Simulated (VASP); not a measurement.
Input of a VASP 6.6.1 run:

Contents of INCAR:

```
  PREC = Accurate
  ENCUT = 300
  EDIFF = 1E-7
  ISMEAR = 0
  SIGMA = 0.03
  LREAL = F
  LASPH = T
  NELM = 80
  ALGO = Normal
  ISIF = 2
  LWAVE = F
  LCHARG = F
  GGA = PE
  IBRION = 2
  NSW = 40
  EDIFFG = -0.01
```

The input KPOINTS:

```
Automatic mesh
0
Gamma
  4 4 4
```

Contents of POSCAR:

```
PbSe                                    
1.0
    0.0000000000      3.0818885576      3.0818885576
    3.0818885576      0.0000000000      3.0818885576
    3.0818885576      3.0818885576      0.0000000000
  Pb              Se            
     1     1
Direct
     0.0000000000000000    0.0000000000000000    0.0000000000000000
     0.5000000000000000    0.5000000000000000    0.5000000000000000
```

Potentials or basis: VASP PAW PBE potentials, release 64 (Pb, Se).

Launch:

```console
$ cat potpaw_PBE.64/Pb/POTCAR potpaw_PBE.64/Se/POTCAR > POTCAR
$ mpirun -np 1 vasp_std > vasp.out
```

Task: Predict the band gap on the k mesh.

Result: 0.36 eV, direct.

Final structure:
```yaml
crystal:
  lattice:
    - [0.00000, 3.08189, 3.08189]
    - [3.08189, 0.00000, 3.08189]
    - [3.08189, 3.08189, 0.00000]
  atoms:
    - { symbol: Pb, position: [0.00000, 0.00000, 0.00000] }
    - { symbol: Se, position: [0.50000, 0.50000, 0.50000] }
```

Caveat: the k mesh is coarse (spacing up to 0.44 Å⁻¹), so the values aren't converged; the relaxation stopped at its first step, so nothing moved; spin-orbit coupling is left out, which as a rule narrows the gap of such compounds by several tenths of an eV. A k mesh can miss the band edges.
